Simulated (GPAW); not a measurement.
Wanted: an ASE script for a GPAW 26.7.0 run.

| Quantity | Value |
| --- | --- |
| Task | relaxation of cell and atoms |
| Functional | PBEsol |
| Dispersion | D4 |
| Potentials or basis | PAW data sets generated in the run's folder for this functional |
| Cutoff | 600 eV |
| Basis | pw |
| k mesh | 6 × 6 × 6 |
| Occupations | fermi-dirac, width 0.05 eV |
| Spin | collinear spin, ferromagnetic start |
| Starting moments | [2.0, 2.0, 2.0, 0.0] μB |
| Maxiter | 150 |
| Optimizer | BFGS |
| Fmax | 0.02 eV/Å |
| Max steps | 60 |
| Convergence | density=1e-05 forces=0.0001 |

Crystal: AlCo3.

```
Co Al
1.0
     3.57495    0.00000    0.00000
     0.00000    3.57495    0.00000
     0.00000    0.00000    3.57495
Co Al
3 1
Direct
  0.00000 0.50000 0.50000
  0.50000 0.00000 0.50000
  0.50000 0.50000 0.00000
  0.00000 0.00000 0.00000
```

The cell comes from a database or a generator and needn't be the stable form of this composition.

These files were run (other wordings do the same):

run.py

```python
from ase import Atoms
from ase.calculators.mixing import SumCalculator
from ase.filters import FrechetCellFilter
from ase.io import write
from ase.optimize import BFGS
from dftd4.ase import DFTD4
from gpaw import GPAW, PW, setup_paths

setup_paths.insert(0, '.')

atoms = Atoms(['Co', 'Co', 'Co', 'Al'],
              cell=[[3.574948, 0.0, 0.0],
                    [0.0, 3.574948, 0.0],
                    [0.0, 0.0, 3.574948]],
              scaled_positions=[[0.0, 0.5, 0.5],
                                [0.5, 0.0, 0.5],
                                [0.5, 0.5, 0.0],
                                [0.0, 0.0, 0.0]],
              pbc=True)
atoms.set_initial_magnetic_moments([2.0, 2.0, 2.0, 0.0])

calc = GPAW(mode=PW(600),
            xc='PBEsol',
            kpts={'size': (6, 6, 6), 'gamma': True},
            occupations={'name': 'fermi-dirac', 'width': 0.05},
            nbands=32,
            convergence={'density': 1e-05, 'forces': 0.0001},
            maxiter=150,
            txt='gpaw.txt')
atoms.calc = SumCalculator([calc, DFTD4(method='pbesol')])
opt = BFGS(FrechetCellFilter(atoms), trajectory='relax.traj', logfile='-')
done = opt.run(fmax=0.02, steps=60)
calc.write('gs.gpw')
write('result.traj', atoms)
print('Converged:', done)
print('Cell:', atoms.cell.cellpar().round(4))
print('Volume:', round(atoms.get_volume(), 4))
print(atoms.get_scaled_positions().round(5))
```

Potentials or basis: PAW data sets generated in the run's folder for this functional, pw.

The run is started by

```sh
$ gpaw-setup -f PBEsol Al Co
$ OMP_NUM_THREADS=1 python run.py
```

Results of the run:

* Relaxed volume: 10.84 Å³/atom
* Relaxed cell: a = 3.513 Å, b = 3.513 Å, c = 3.513 Å, α = 90.00°, β = 90.00°, γ = 90.00°
* Space group after relaxing (to 0.05 Å): Pm-3m (No. 221)
* Energy gained by relaxing: 15.9 meV/atom
* Ionic steps: 4
* Pressure after relaxing: 0.0 GPa
* Band gap on the k mesh: none (metal or under the smearing width)
* Net moment: 3.69 μB per cell
* Site moments: Co +1.26; Al -0.05 μB
* Dispersion energy per atom: -0.257 eV

Caveat: each step starts from the last one's moments, so a moment once lost doesn't come back; later steps reuse the first step's grids; pairwise dispersion overbinds metals, which lowers pressure and volume.

Wall time 3 min on 1 thread of Arm Neoverse V1 (shared host), peak memory 0.3 GiB.
